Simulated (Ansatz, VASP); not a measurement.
**NaF in VASP and in Ansatz**

```xyz
2
Lattice="0.0000 2.3500 2.3500 2.3500 0.0000 2.3500 2.3500 2.3500 0.0000" Properties=species:S:1:pos:R:3 pbc="T T T"
Na    0.0000    0.0000    0.0000
F     2.3500    2.3500    2.3500
```

Alike in both runs: functional PBE; k mesh 8 × 8 × 8; occupations gaussian, width 0.02 eV; no spin polarisation.

Ansatz relaxed the structure, and its values are those at the end. VASP's run is a single point on that final structure, the one shown.

|  | VASP | Ansatz |
| --- | --- | --- |
| version | VASP 6.6.1 | Ansatz 0.2.0 |
| potentials or method | VASP PAW PBE potentials, release 64 (Na_pv, F) | scalar-relativistic, plane waves, PAW |
| plane-wave cutoff (eV) | 520 | 420 |
| valence electrons in the cell | 14 | 16 |

```tsv
	VASP	Ansatz	Ansatz less VASP
gap on the k mesh at the Fermi level (eV)	6.08	6.09	+0.015
least direct gap on the mesh (eV)	6.08	6.09	+0.015
pressure (GPa)	-0.1	0.0	+0.14
```

The functional is the same, so the differences come from potentials, cutoffs and numerics. The two sets of potentials don't hold the same shells in valence.
